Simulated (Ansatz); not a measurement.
CaF$_{2}$:
```xyz
3
Lattice="0.0000 2.7341 2.7341 2.7341 0.0000 2.7341 2.7341 2.7341 0.0000" Properties=species:S:1:pos:R:3 pbc="T T T"
Ca     0.0000     0.0000     0.0000
F      4.1012     4.1012     4.1012
F      1.3671     1.3671     1.3671
```

Relaxed with HSE06. Special points in fractions of this cell's reciprocal vectors: Γ (0.000, 0.000, 0.000); X (0.500, 0.000, 0.500); U (0.625, 0.250, 0.625); K (0.375, 0.375, 0.750); L (0.500, 0.500, 0.500); W (0.500, 0.250, 0.750).

List the band energies nearest the valence-band maximum at these points for the program Ansatz at the HSE06 level (PAW).

In eV from the valence-band maximum; about four levels below and three above (degenerate sets whole), none deeper than 8.9 eV; points with the same levels are listed once.

```csv
k,below,above
Γ,-2.18 -2.18 -2.18 -0.27 -0.27 -0.27,9.35 11.79 11.79
X,-1.73 -1.73 -0.36 -0.36 0.00,10.45 12.17 12.85
U,-1.58 -0.65 -0.46 -0.10,10.73 12.36 12.51
L,-1.34 -1.28 -0.88 -0.88,12.01 12.01 12.39
W,-1.09 -1.09 -0.27 -0.09,10.80 12.44 12.60 12.60
```

Space group Fm-3m (fluorite). The cell was relaxed with HSE06 under the symmetry of its start. The hybrid was solved on a coarse mesh, the path and, where they were found, the r²SCAN edge points; its band edges are the extreme levels among these.

Potentials: the earlier of the program's two PAW sets.
